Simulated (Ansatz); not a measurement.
# Where the states of Na2S lie

```cif
data_structure
_symmetry_space_group_name_H-M 'P 1'
_symmetry_Int_Tables_number 1
_cell_length_a 4.6146
_cell_length_b 4.6146
_cell_length_c 4.6146
_cell_angle_alpha 60.000
_cell_angle_beta 60.000
_cell_angle_gamma 60.000
_cell_volume 69.48
loop_
_atom_site_label
_atom_site_type_symbol
_atom_site_fract_x
_atom_site_fract_y
_atom_site_fract_z
_atom_site_occupancy
Na1 Na 0.25000 0.25000 0.25000 1
Na2 Na 0.75000 0.75000 0.75000 1
S1 S 0.00000 0.00000 0.00000 1
```

The runs use the primitive cell with vectors (0.000, 3.263, 3.263), (3.263, 0.000, 3.263), (3.263, 3.263, 0.000) Å, to which the k mesh refers.

The cell is COD entry 1011374, as deposited and not checked against the literature; nothing was relaxed.

These are results of DFT, PBE, all-electron LAPW, scalar-relativistic (Ansatz 0.2.0), not measurements.

Numerical set-up: a Γ-centred 8×8×8 k mesh, Fermi–Dirac smearing of 0.02 eV, basis error target 1 meV/atom, no spin polarisation.

States per eV and cell, averaged over 0.6 eV, from -10.5 to 6.1 eV, with energies (bin centres) from the valence-band top; empty bins are left out. The partial columns, the largest 3 alone, are projections on Löwdin-orthogonalised atomic shells (those that the program's projection atoms carry: the occupied ones and, for some elements, an empty d or f shell; other empty shells have no column), summed over atoms of an element. Weights on diffuse s and p shells depend on that basis and aren't pure angular character.

```
E (eV)  total  S 3p  Na 3s  S 3s
 -10.3   0.29  0.00   0.07  0.22
  -9.7   3.05  0.00   0.26  2.77
  -1.3   2.95  2.26   0.63  0.03
  -0.7   2.82  2.53   0.23  0.02
  -0.1   4.23  4.10   0.04  0.00
   2.9   0.05  0.01   0.03  0.01
   3.5   0.16  0.03   0.09  0.03
   4.1   0.70  0.09   0.28  0.06
   4.7   1.56  0.15   0.56  0.08
   5.3   0.87  0.07   0.33  0.03
   5.9   0.82  0.06   0.43  0.02
```

(1) Which of the resolved shells contributes most in the top eV of the valence band?

Results:

(1) S 3p, with 94 % of all states there; Na 3s follows with 4 %.
